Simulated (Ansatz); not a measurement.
HgTe (Coloradoite) under changes of volume

One of the cells (33.215 Å³/atom); the others are scaled copies at fixed shape and fractional positions:

```xyz
2
Lattice="0.0000 3.2145 3.2145 3.2145 0.0000 3.2145 3.2145 3.2145 0.0000" Properties=species:S:1:pos:R:3 pbc="T T T"
Hg    0.0000    0.0000    0.0000
Te    4.8217    4.8217    4.8217
```

```yaml
Program: Ansatz 0.2.0
Functional: PBEsol
Dispersion: D3(BJ)
Potentials_or_basis: Ansatz PAW
Cutoff: "420 eV (not typed: the program's choice for these potentials)"
k_mesh: 7 × 7 × 7
Occupations: fermi-dirac, width 0.05 eV
Spin: no spin polarisation
```

```csv
volume (Å³/atom),energy over the lowest point (meV/atom),pressure (GPa)
31.223,?,?
31.887,8.81,2.2
32.551,2.16,1.0
33.215,0.00,0.0
33.880,1.80,-0.9
34.544,7.09,-1.7
35.208,15.50,-2.4
```

Q: What does the run at 31.223 Å³/atom give?

A: Energy over the lowest point 20.52 meV/atom; pressure 3.5 GPa.

Worked out: A Birch-Murnaghan fit of order 3 (a polynomial in V^(-2/3)) to the other rows has its minimum at 33.23 Å³/atom with B0 = V·E''(V) = 48 GPa and B' = 5.1. It gives 20.51 meV/atom at 31.223 Å³/atom, against the run's 20.52, and -dE/dV = 3.5 GPa, against 3.5.

Energies are extrapolated to zero smearing.

Caveats: pairwise dispersion overbinds metals, which lowers pressure and volume; the PAW data sets come from PBE, with cores solved anew for the run's functional, which leaves a small shift of forces and pressure.
